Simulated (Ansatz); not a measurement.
# Zn (Fm-3m) in Ansatz: convergence with xc grid

Aim: find how far xc grid must go before the results for Zn settle, at PBE. This setting moves, with any that are tied to it; all else stays.

Everything below comes from runs of Ansatz 0.2.0. Logs are shortened: lines on timing, memory, paths and dates and some standing lists are left out, and cuts for length are marked.

## Step 1: The structure

The structure is cubic, space group Fm-3m (No. 225). Conventional cell: a = 3.930 Å, b = 3.930 Å, c = 3.930 Å, α = 90.00°, β = 90.00°, γ = 90.00°. Around Zn (site symmetry m-3m) lie 12 Zn at 2.78 Å.

This isn't the form of Zn at room conditions, which is hcp.

## Step 2: With xc grid 1

input.yaml reads:

```yaml
crystal:
  lattice:
    - [0.0, 1.964776, 1.964776]
    - [1.964776, 0.0, 1.964776]
    - [1.964776, 1.964776, 0.0]
  atoms:
    - { symbol: Zn, position: [0.0, 0.0, 0.0] }
kpoints:
  mp_grid: { grid: [12, 12, 12] }
scf:
  occupations: { method: fermi_dirac, width: 0.05 }
hamiltonian:
  xc: pbe
  pseudopotentials: { kind: all_electron, lapw: { basis_error: 0.001 } }
output:
  forces: true
  stress: true
  eigenvalues: true
basis:
  xc_grid: 1
```

Potentials or basis: all-electron LAPW, scalar-relativistic.

Started as:

```console
$ ansatz run input.yaml --threads 1 --pin off --max-ram 3072MiB --backend cpu --events-out ev --progress --plain --runs-dir out
```

Output:

```text
Warning: RAYON_NUM_THREADS=1 ignored (pool sized by the plan → 1); use --threads N
LAPW: plane waves up to 7.929 Å⁻¹, error target 1.0e-3 eV per atom; small_component_spin mean_spin; Zn in spheres of 1.389 Å, 20 of its electrons in bands, Dirac shells [] (how accurate: hamiltonian.pseudopotentials.lapw.basis_error, Limitations)
Engine: ansatz 0.2.0, aarch64-unknown-linux-gnu
Pseudopotentials: kind: all_electron
Pseudopotential: Zn, LAPW, valence charge 20, lapw/all_electron/scalar/gaussian/Zn, Koelling and Harmon's equation, gaussian nucleus
Functional definition: PBE
  parameter kappa = 0.804
  parameter beta = 0.06672455060314922
  exchange = pbe_x(kappa = kappa, mu = beta*pi^2/3)
  correlation = pbe_c(beta = beta)
Crystal: 1 atoms, lattice volume = 15.169 Å³
Basis set: ecut = 239.5201973699505 eV, 137 PW (Γ), exchange–correlation at level 1
Bands: 14, of which v1, the nominal top of the filled ones, is band 10 counted from 1 (9 counted from 0)
Symmetry: 48 space group operations
Space group: Fm-3m (ITA 225), of the structure as read, at distance tolerance 2.5e-5 Å
k-points: 72 of 1728
Non-local potential: Zn, projectors of the file, none
Initial density: superposition of atomic densities (chi_scale 0.1, normalization cell)
Initial wavefunctions: plane waves of lowest kinetic energy (no species holds an atomic orbital)
Functional: x = pbe(κ = 0.804, μ = 0.2195149727645171), c = pbe(β = 0.06672455060314922)
iter 1 solved again at ethr=8.86e-5 eV; its pass at ethr=1.00e-1 eV (dr2=1.77e-2 eV) is discarded
SCF iter   1: F=—  HF=-48873.096029 eV  |F-HF|=—  |Δ(HF+E_count)|=         —  Δρ=1.49e-2  dr2=1.78e-2  ethr=8.86e-5  ⟨swp⟩=3.2  Hψ=7104  notcnv=0
preconditioner: auto → none  [metal: Δε(μ)=0.142 eV  Ē_g=16.358 eV  σ=0.050 eV  W_gap=0.49  n_scr=8 (ndim 8)  ℏωp=33.0 eV  f_vac=0.000  D(μ)=0.36/eV (n_scr^D=0)  sad-step TF]
SCF iter   2: F=—  HF=-48873.048571 eV  |F-HF|=—  |Δ(HF+E_count)|=   4.75e-2  Δρ=5.15e-3  dr2=2.72e-3  ethr=8.86e-5  ⟨swp⟩=2.2  Hψ=3192  notcnv=0
SCF iter   3: F=—  HF=-48872.992321 eV  |F-HF|=—  |Δ(HF+E_count)|=   5.63e-2  Δρ=5.22e-3  dr2=2.40e-3  ethr=1.36e-5  ⟨swp⟩=2.4  Hψ=2972  notcnv=0
iter 4 solved again at ethr=3.72e-7 eV; its pass at ethr=1.20e-5 eV (dr2=7.44e-5 eV) is discarded
SCF iter   4: F=—  HF=-48872.990667 eV  |F-HF|=—  |Δ(HF+E_count)|=   1.65e-3  Δρ=8.97e-4  dr2=7.45e-5  ethr=3.72e-7  ⟨swp⟩=2.0  Hψ=4905  notcnv=0
SCF iter   5: F=—  HF=-48872.990718 eV  |F-HF|=—  |Δ(HF+E_count)|=   5.09e-5  Δρ=2.79e-5  dr2=8.78e-8  ethr=3.72e-7  ⟨swp⟩=2.0  Hψ=2884  notcnv=0
SCF iter   6: F=-48872.990715 eV  HF=-48872.990715 eV  |F-HF|=5.32e-8  |Δ(HF+E_count)|=   3.28e-6  Δρ=4.02e-6  dr2=1.60e-9  ethr=4.39e-10  ⟨swp⟩=3.1  Hψ=3243  notcnv=0
SCF 1 converged in 6 iterations: F = -48872.990715 eV  dr2 = 1.60e-9
SCF converged after 6 iterations
Free energy (F): -48872.990715 eV
Harris-Foulkes:  -48872.990715 eV  (|F-HF|=5.32e-8)
Internal energy: -48872.987365 eV  (E = F + TS)
E sigma→0 (E₀):  -48872.989040 eV
Entropy (-TS):   -0.003350 eV (-3.350 meV/atom)
Fermi energy:    13.834394 eV
--- Per-component energies (eV) ---
  E_band       = -541.731268
  E_kinetic    = 49772.265277
  E_xc         = -1950.184643
  E_electrostatic = -96695.067999  (all electrons and nuclei)
  E_smearing   = -0.003350  (= −TS)
  E_closure    = 0.000000  (closes the sum)
  E_atoms      = -48871.914906  (free atoms, spherical and without spin; not in F)
  Σ components = -48872.990715   (vs F -48872.990715, Δ=0.00e0)
  Basis errors (estimates in eV, not in F): energy 2.0e-4 per atom: plane waves 2.0e-4 (1.0e-4 summed), levels above the bands 3.9e-117, relativity 3.1e-9, radial functions 3.4e-6, core shells 9.3e-14; eigenvalues (radial functions only) 1.1e-4; not estimated: angular momenta, meshes, grids; target (lapw.basis_error) 1.0e-3; muffin-tin radii Zn 1.389 Å
--- Forces (eV/Å), atoms counted from 1 ---
  atom   1  Zn    -0.00000000     0.00000000     0.00000000
  max |Σ_I F_I| component: 3.49e-32 eV/Å
--- Stress (GPa, compression-positive) ---
       -0.154781       0.000000      -0.000000
        0.000000      -0.154781       0.000000
       -0.000000       0.000000      -0.154781
  P = ⅓ Tr σ = -0.1548 GPa (-1.548 kbar)
--- Band table (eV; the first three rows and the last of 72) ---
  k-point 0: bands = ["-112.5874", "-66.7318", "-66.7318", "-66.7318", "3.5243", "6.2916", "6.2916", "6.2916", "6.6728", "6.6728", "32.0818", "32.0818", "32.0818", "32.4419"]
  k-point 1: bands = ["-112.5873", "-66.7333", "-66.7321", "-66.7321", "3.7333", "6.2750", "6.3148", "6.3148", "6.6665", "6.6665", "28.9806", "31.4675", "31.4675", "32.2764"]
  k-point 2: bands = ["-112.5869", "-66.7372", "-66.7327", "-66.7327", "4.3343", "6.2587", "6.3610", "6.3610", "6.6678", "6.6678", "24.9639", "30.5516", "30.5516", "32.0810"]
  k-point 71: bands = ["-112.5847", "-66.7464", "-66.7464", "-66.7405", "5.9477", "6.1917", "6.1917", "6.6954", "7.0298", "16.1266", "16.1266", "16.9727", "17.9175", "35.4233"]
```

Wall time 3 s (1 thread of Arm Neoverse V2, shared host); peak memory 0.24 GiB.

What came out:

```
Free energy            : -48872.9907 eV
Pressure               : -0.2 GPa
Band gap on the k mesh : none (metal or under the smearing width)
```

## Step 3: With xc grid 2

input.yaml: that of step 2 with these lines changed.

```diff
@@ -19,2 +19,2 @@
 basis:
-  xc_grid: 1
+  xc_grid: 2
```

Potentials or basis: all-electron LAPW, scalar-relativistic.

Started as:

```console
$ ansatz run input.yaml --threads 1 --pin off --max-ram 3072MiB --backend cpu --events-out ev --progress --plain --runs-dir out
```

It took 3 s on 1 thread of Arm Neoverse V2, shared host; peak memory 0.24 GiB.

What came out:

- Free energy: -48872.9907 eV
- Pressure: -0.2 GPa
- Band gap on the k mesh: none (metal or under the smearing width)

## Step 4: With xc grid 3

input.yaml: that of step 3 with these lines changed.

```diff
@@ -19,2 +19,2 @@
 basis:
-  xc_grid: 2
+  xc_grid: 3
```

Started as:

```console
$ ansatz run input.yaml --threads 1 --pin off --max-ram 3072MiB --backend cpu --events-out ev --progress --plain --runs-dir out
```

Wall time 3 s (1 thread of Arm Neoverse V2, shared host); peak memory 0.24 GiB.

Results (log left out):

| Quantity | Value |
| --- | --- |
| Free energy | -48872.9907 eV |
| Pressure | -0.2 GPa |
| Band gap on the k mesh | none (metal or under the smearing width) |

## Step 5: With xc grid 4

input.yaml: that of step 4 with these lines changed.

```diff
@@ -19,2 +19,2 @@
 basis:
-  xc_grid: 3
+  xc_grid: 4
```

Started as:

```console
$ ansatz run input.yaml --threads 1 --pin off --max-ram 3072MiB --backend cpu --events-out ev --progress --plain --runs-dir out
```

Wall time 3 s (1 thread of Arm Neoverse V2, shared host); peak memory 0.24 GiB.

The run converged. Its results:

- Free energy: -48872.9907 eV
- Pressure: -0.2 GPa
- Band gap on the k mesh: none (metal or under the smearing width)

## Step 6: The series at a glance

```
xc grid  energy less the tightest run, at zero smearing (meV/atom)  SCF cycles  CPU time (s)  peak memory (GiB)
      1                                                       0.00           6             3               0.24
      2                                                       0.00           6             3               0.24
      3                                                       0.00           6             3               0.24
      4                                                       0.00           6             3               0.24
```

Against the tightest run, the energy stays within 1 meV/atom from 1 on. The tightest run that finished is the yardstick and may itself not be fully converged.
